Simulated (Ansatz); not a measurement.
The cell is COD entry 9008680, as deposited and not checked against the literature; nothing was relaxed. The listed cell was then made from it by scaling, straining or moving an atom.

NaH: DFT, PBE, all-electron LAPW, scalar-relativistic (Ansatz 0.2.0). What sets it apart from a plain run of this crystal: volume scaled by 0.9405.

```yaml
crystal:
  lattice:
    - [0.0, 2.3906138227, 2.3906138227]
    - [2.3906138227, 0.0, 2.3906138227]
    - [2.3906138227, 2.3906138227, 0.0]
  atoms:
    - { symbol: Na, position: [0.0, 0.0, 0.0] }
    - { symbol: H, position: [0.5, 0.5, 0.5] }
kpoints:
  mp_grid: { grid: [9, 9, 9] }
scf:
  occupations: { method: fermi_dirac, width: 0.02 }
hamiltonian:
  xc: pbe
  pseudopotentials: { kind: all_electron, lapw: { basis_error: 0.00025 } }
output:
  forces: true
  stress: true
  eigenvalues: true
```

Output (standing set-up lines are left out):

```
LAPW: plane waves up to 7.125 Å⁻¹, error target 2.5e-4 eV per atom; small_component_spin mean_spin; H in spheres of 0.976 Å, 1 of its electrons in bands, Dirac shells []; Na in spheres of 1.414 Å, 9 of its electrons in bands, Dirac shells []
Crystal: 2 atoms, lattice volume = 27.325 Å³
Basis set: ecut = 193.4231074895359 eV, 169 PW (Γ), exchange–correlation at level 2
Space group: Fm-3m (ITA 225), of the structure as read, at distance tolerance 3.0e-5 Å
iter 1 solved again at ethr=7.11e-3 eV; its pass at ethr=1.00e-1 eV (dr2=7.11e-1 eV) is discarded
SCF iter   1: F=—  HF=-4436.766443 eV  |F-HF|=—  |Δ(HF+E_count)|=         —  Δρ=4.28e-2  dr2=7.10e-1  ethr=7.11e-3  ⟨swp⟩=2.0  Hψ=2211  notcnv=0
preconditioner: auto → none  [insulator: Δε(μ)=5.245 eV  Ē_g=26.218 eV  σ=0.020 eV  W_gap=1.00  n_scr=8 (ndim 8)  ℏωp=20.1 eV  f_vac=0.000  D(μ)=0.00/eV (n_scr^D=0)  ε∞_Penn≈1.6]
iter 2 solved again at ethr=6.18e-4 eV; its pass at ethr=7.10e-3 eV (dr2=6.18e-2 eV) is discarded
SCF iter   2: F=—  HF=-4436.354107 eV  |F-HF|=—  |Δ(HF+E_count)|=   4.12e-1  Δρ=1.23e-2  dr2=6.18e-2  ethr=6.18e-4  ⟨swp⟩=2.0  Hψ=1715  notcnv=0
SCF iter   3: F=—  HF=-4436.335213 eV  |F-HF|=—  |Δ(HF+E_count)|=         —  Δρ=1.48e-3  dr2=7.22e-4  ethr=6.18e-4  ⟨swp⟩=2.0  Hψ=946  notcnv=0
the basis was enlarged: its passes take 221.2 KiB over the memory plan, 1 of 1 planned eigensolver slots
SCF iter   4: F=—  HF=-4436.336361 eV  |F-HF|=—  |Δ(HF+E_count)|=   1.15e-3  Δρ=5.17e-4  dr2=8.24e-5  ethr=7.22e-6  ⟨swp⟩=2.6  Hψ=968  notcnv=0
SCF iter   5: F=—  HF=-4436.336570 eV  |F-HF|=—  |Δ(HF+E_count)|=   2.09e-4  Δρ=5.25e-5  dr2=1.00e-6  ethr=8.24e-7  ⟨swp⟩=3.0  Hψ=974  notcnv=0
SCF iter   6: F=-4436.336571 eV  HF=-4436.336571 eV  |F-HF|=1.30e-8  |Δ(HF+E_count)|=   5.35e-7  Δρ=3.81e-6  dr2=4.02e-9  ethr=1.00e-8  ⟨swp⟩=3.0  Hψ=840  notcnv=0
SCF 1 converged in 6 iterations: F = -4436.336571 eV  dr2 = 4.02e-9
SCF converged after 6 iterations
Free energy (F): -4436.336571 eV
Harris-Foulkes:  -4436.336571 eV  (|F-HF|=1.30e-8)
Internal energy: -4436.336571 eV  (E = F + TS)
E sigma→0 (E₀):  -4436.336571 eV
Fermi energy:    2.788946 eV
--- Per-component energies (eV) ---
  E_band       = -227.307276
  E_kinetic    = 4439.033908
  E_xc         = -401.253949
  E_electrostatic = -8474.116530  (all electrons and nuclei)
  E_smearing   = -0.000000  (= −TS)
  E_closure    = -0.000000  (closes the sum)
  E_atoms      = -4431.258615  (free atoms, spherical and without spin; not in F)
  Σ components = -4436.336571   (vs F -4436.336571, Δ=0.00e0)
  Basis errors (estimates in eV, not in F): energy 7.4e-5 per atom: plane waves 6.2e-5 (4.7e-5 summed), levels above the bands 4.5e-225, relativity 1.4e-9, radial functions 1.2e-5, core shells 3.1e-15; eigenvalues (radial functions only) 1.6e-4; not estimated: angular momenta, meshes, grids; target (lapw.basis_error) 2.5e-4; muffin-tin radii H 0.976 Å, Na 1.414 Å
--- Forces (eV/Å), atoms counted from 1 ---
  atom   1  Na    -0.00000000     0.00000000    -0.00000000
  atom   2  H      0.00000000    -0.00000000    -0.00000000
  max |Σ_I F_I| component: 2.40e-31 eV/Å
--- Stress (GPa, compression-positive) ---
        0.798819       0.000000      -0.000000
        0.000000       0.798819      -0.000000
       -0.000000      -0.000000       0.798819
  P = ⅓ Tr σ = 0.7988 GPa (7.988 kbar)
--- Band table (eV; the first three rows and the last of 35) ---
  k-point 0: bands = ["-49.3899", "-21.2662", "-21.2662", "-21.2662", "-2.9087", "11.4982", "16.6318", "16.6318", "16.6318"]
  k-point 1: bands = ["-49.3890", "-21.2786", "-21.2677", "-21.2677", "-2.6914", "10.7688", "14.2627", "15.9339", "15.9339"]
  k-point 2: bands = ["-49.3867", "-21.3097", "-21.2714", "-21.2714", "-2.0658", "8.7545", "12.7569", "15.1738", "15.1738"]
  k-point 34: bands = ["-49.3798", "-21.3369", "-21.3237", "-21.3005", "0.6950", "6.5206", "7.3116", "9.7599", "17.2559"]
```
